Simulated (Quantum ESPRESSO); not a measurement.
**CoO under changes of volume**

One of the cells (9.684 Å³/atom); the others are scaled copies at fixed shape and fractional positions:

```
CELL_PARAMETERS angstrom
0.00000 2.13150 2.13150
2.13150 0.00000 2.13150
2.13150 2.13150 0.00000
ATOMIC_POSITIONS crystal
Co 0.00000 0.00000 0.00000
O 0.50000 0.50000 0.50000
```

```yaml
Program: Quantum ESPRESSO 7.5
Functional: rev-vdW-DF2
Potentials_or_basis: PseudoDojo 0.4.1 SR PBE standard
Cutoff: 1306 eV
Density_cutoff: 5225 eV
k_mesh: 9 × 9 × 9
Occupations: fermi-dirac, width 0.05 eV
Spin: collinear spin, ferromagnetic start
Starting_moments: "[2.0, 0.0] μB"
```

```csv
volume (Å³/atom),energy over the lowest point (meV/atom),pressure (GPa),moment (μB per cell)
9.103,0.00,2.2,2.73
9.297,0.04,-1.8,2.76
9.490,4.59,-5.1,2.82
9.684,12.70,-8.0,2.88
9.878,23.88,-10.6,2.94
10.071,38.19,-13.2,2.97
10.265,?,?,?
```

Question: What does the run at 10.265 Å³/atom give?

Answer: Energy over the lowest point 55.57 meV/atom; pressure -15.6 GPa; moment 2.99 μB per cell.

Worked out: A Birch-Murnaghan fit of order 3 (a polynomial in V^(-2/3)) to the other rows has its minimum at 9.19 Å³/atom with B0 = V·E''(V) = 178 GPa and B' = 5.2. It gives 54.87 meV/atom at 10.265 Å³/atom, against the run's 55.57, and -dE/dV = -14.8 GPa, against -15.6. A parabola through the other rows of the moment, of slope 0.266 μB per Å³/atom there, extrapolates to 3.03 μB, against the run's 2.99.

Energies are extrapolated to zero smearing.

Caveats: the potentials were made for another functional, which shifts forces and pressure; a cell with one magnetic atom can't hold antiferromagnetic order, which such compounds often take.
